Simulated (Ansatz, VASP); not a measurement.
## H3Os in VASP and in Ansatz

```
H Os
1.0
     3.13485    0.00000    0.00000
     0.00000    3.13485    0.00000
     0.00000    0.00000    3.13485
H Os
3 1
Direct
  0.00000 0.50000 0.50000
  0.50000 0.00000 0.50000
  0.50000 0.50000 0.00000
  0.00000 0.00000 0.00000
```

Alike in both runs: task relaxation of cell and atoms; functional PBE; k mesh 6 × 6 × 6; occupations gaussian, width 0.1 eV; no spin polarisation.

```csv
,VASP,Ansatz
version,VASP 6.6.1,Ansatz 0.2.0
potentials or method,"VASP PAW PBE potentials, release 64 (H, Os)","scalar-relativistic, plane waves, PAW"
plane-wave cutoff (eV),600,420
valence electrons in the cell,11,19
```

VASP gave:

| Quantity | Value |
| --- | --- |
| gap on the k mesh at the Fermi level, each at its own relaxed structure (eV) | none |
| relaxed volume (Å³/atom) | 5.84 |
| relaxed cell length with the largest relative difference (Å) | 2.859 |
| energy change over the relaxation (meV/atom) | -290 |

Problem. What did Ansatz give for the same quantities?

Solution. gap on the k mesh at the Fermi level, each at its own relaxed structure (eV): none; relaxed volume (Å³/atom): 5.83; relaxed cell length with the largest relative difference (Å): 2.857; energy change over the relaxation (meV/atom): -291.

A gap of «none» marks a metal or a gap that the smearing closes. The two sets of potentials don't hold the same shells in valence.

Caveats: the volume moved by over 15 % at a fixed basis, so the end points are rough (VASP). The runs have no spin-orbit coupling, so splittings on Os are missing.
